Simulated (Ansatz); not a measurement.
RbBr built on the wurtzite prototype (no longer in that coordination), relaxed with r2SCAN in Ansatz. Space group P6_3/mmc (No. 194), hexagonal; conventional cell a = 5.890 Å, c = 6.870 Å, 51.61 Å³ an atom. Rb is surrounded by 5 Br at 3.40–3.44 Å; Br is surrounded by 5 Rb at 3.40–3.44 Å. The cell started from the wurtzite prototype, but the relaxation took it to the higher symmetry P6_3/mmc (No. 194), so the name no longer describes it.

The axes x, y and z are those of this cell:
```
Rb Br
1.0
     5.89014    0.00000    0.00000
    -2.94507    5.10101    0.00000
     0.00000    0.00000    6.87033
Rb Br
2 2
Direct
  0.33333 0.66667 0.93750
  0.66667 0.33333 0.43750
  0.33333 0.66667 0.43750
  0.66667 0.33333 0.93750
```

Unstrained: The PBE gap is direct at Γ: 4.064 eV. r2SCAN gives a direct gap of 4.650 eV at Γ. The HSE06 gap is direct at Γ: 5.165 eV. Meshes: PBE 6×6×4, r2SCAN 6×6×4, HSE06 6×6×4. Strains are changes of length per length. After each strain the atoms were relaxed again with r2SCAN within the symmetry that the strain leaves, so tilts or polar shifts that break it weren't tested; points keep the names that they have in the unstrained zone. Values at 0 K without nuclear motion; spin polarisation is off, and the phase may be a hypothetical one.

Task: Estimate what isotropic +5.0 % on every length does to the gap.

Result: PBE: the gap goes from 4.064 to 3.853 eV (-0.211 eV). r2SCAN: the gap goes from 4.650 to 4.481 eV (-0.169 eV). HSE06: the gap goes from 5.165 to 4.936 eV (-0.229 eV). The r2SCAN energy rises by 31.1 meV an atom.

Task: Apply epitaxial +1.5 % in the xy plane, free normal strain -0.29 %. How far does the gap move, against the unstrained cell?

Result: PBE: the gap goes from 4.064 to 4.019 eV (-0.045 eV). r2SCAN: the gap goes from 4.650 to 4.614 eV (-0.036 eV). HSE06: the gap goes from 5.165 to 5.117 eV (-0.048 eV). The r2SCAN energy rises by 1.6 meV an atom.

Task: For epitaxial +3.0 % in the xy plane, how far does the free direction move, and what happens to the gap?

Result: The normal strain at zero normal stress is -0.63 %, 0.21 of the in-plane strain with the sign turned. PBE: the gap goes from 4.064 to 3.977 eV (-0.087 eV). r2SCAN: the gap goes from 4.650 to 4.581 eV (-0.069 eV). HSE06: the gap goes from 5.165 to 5.072 eV (-0.093 eV).

Task: Apply uniaxial +0.5 % along x, other directions held. How far does the gap move, against the unstrained cell?

Result: PBE: the gap goes from 4.064 to 4.056 eV (-0.008 eV). r2SCAN: the gap goes from 4.650 to 4.644 eV (-0.006 eV). HSE06: the gap goes from 5.165 to 5.156 eV (-0.009 eV). The r2SCAN energy rises by 0.0 meV an atom.

Spin-orbit coupling is left out.

For some runs the program warns that the potential is rough where the density is thin, which bears on empty states near the vacuum.
